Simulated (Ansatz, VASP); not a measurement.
## GaSb in VASP and in Ansatz

```
Sb Ga
1.0
     0.00000    3.05900    3.05900
     3.05900    0.00000    3.05900
     3.05900    3.05900    0.00000
Sb Ga
1 1
Direct
  0.75000 0.75000 0.75000
  0.00000 0.00000 0.00000
```

Alike in both runs: task single point; functional PBEsol; k mesh 8 × 8 × 8; occupations gaussian, width 0.1 eV; no spin polarisation.

|  | VASP | Ansatz |
| --- | --- | --- |
| version | VASP 6.6.1 | Ansatz 0.2.0 |
| potentials or method | VASP PAW PBE potentials, release 64 (Sb, Ga_d) | Ansatz PAW |
| plane-wave cutoff (eV) | 520 | 420 |
| valence electrons in the cell | 18 | 28 |

VASP gave:

```
gap on the k mesh at the Fermi level (eV) : none
pressure (GPa)                            : -0.1
```

Question: Which values does Ansatz return?

Answer: gap on the k mesh at the Fermi level (eV): none; pressure (GPa): -0.2.

A gap of «none» marks a metal or a gap that the smearing closes. The functional is the same, so the differences come from potentials, cutoffs and numerics. The two sets of potentials don't hold the same shells in valence.

Caveats: this crystal is a semiconductor, whose small gap the functional closes, so the metal is an error of the method; the PAW data sets were made with another functional, which shifts forces and pressure a little (VASP); the PAW data sets come from PBE, with cores solved anew for the run's functional, which leaves a small shift of forces and pressure (Ansatz). Spin-orbit coupling is left out, which matters for the levels of Sb.
